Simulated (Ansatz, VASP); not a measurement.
## AlNi in VASP and in Ansatz

```
Al Ni
1.0
     2.88100    0.00000    0.00000
     0.00000    2.88100    0.00000
     0.00000    0.00000    2.88100
Al Ni
1 1
Cartesian
  0.0000 0.0000 0.0000
  1.4405 1.4405 1.4405
```

Alike in both runs: task relaxation of cell and atoms; functional PBEsol; k mesh 14 × 14 × 14; occupations tetrahedron; no spin polarisation.

|  | VASP | Ansatz |
| --- | --- | --- |
| version | VASP 6.6.1 | Ansatz 0.2.0 |
| potentials or method | VASP PAW PBE potentials, release 64 (Al, Ni) | PAW with Ansatz's default frozen-core files, scalar-relativistic |
| plane-wave cutoff (eV) | 600 | 420 |
| valence electrons in the cell | 13 | 21 |

```tsv
	VASP	Ansatz	Ansatz less VASP
relaxed volume (Å³/atom)	11.72	11.72	-0.006
relaxed cell length with the largest relative difference (Å)	2.862	2.862	-0.0005
energy change over the relaxation (meV/atom)	-2	-2	-0.1
```

The two sets of potentials don't hold the same shells in valence. Ansatz warned: «band_table_not_solved_further».

Caveats: the PAW data sets were made with another functional, which shifts forces and pressure a little (VASP); tetrahedron occupations give inexact forces and stress in metals. Spin polarisation is off, so any magnetic state and its effect on volume and gap are missing.
